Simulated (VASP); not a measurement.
The system is Sc.

```
Sc
1.0
     5.42268    0.00000    0.00000
     0.00000    5.42268    0.00000
     0.00000    0.00000    3.43521
Sc
4
Cartesian
  0.0000 2.7113 1.6054
  2.7113 0.0000 1.8298
  0.0000 0.0000 0.0000
  2.7113 2.7113 0.0000
```

This isn't the form of Sc at room conditions, which is hcp.

| Item | Value |
| --- | --- |
| Program | VASP 6.6.1 |
| Task | single point |
| Functional | PBE |
| Potentials or basis | VASP PAW PBE potentials, release 64 (Sc_sv) |
| Cutoff | 520 eV |
| k mesh | 5 × 5 × 8 |
| Occupations | fermi-dirac, width 0.05 eV |
| Spin | no spin polarisation |

On this cell: pressure -0.9 GPa; largest force 0.213 eV/Å; band gap on the k mesh none (metal or under the smearing width).

The same run follows on a disturbed copy (atoms moved at random, drawn with an rms of 0.05 Å):

```
Sc
1.0
     5.42268    0.00000    0.00000
     0.00000    5.42268    0.00000
     0.00000    0.00000    3.43521
Sc
4
Direct
  0.01088 0.49717 0.47880
  0.50280 0.00819 0.53186
  0.00293 0.00304 0.00243
  0.49788 0.49998 0.99764
```

Task: What changes?

Result: The energy (extrapolated to zero smearing) moves by +1.4 meV/atom; pressure -0.8 GPa; largest force 0.286 eV/Å; band gap on the k mesh none (metal or under the smearing width).

Forces in eV/Å, atoms in the order of the input:
```
Sc  -0.209  0.059  0.100
Sc  -0.032 -0.103 -0.239
Sc   0.014 -0.107  0.053
Sc   0.227  0.152  0.085
```

Stress tensor (GPa, compression positive):
```
-1.09  0.01 -0.06
 0.01 -1.08  0.11
-0.06  0.11 -0.27
```
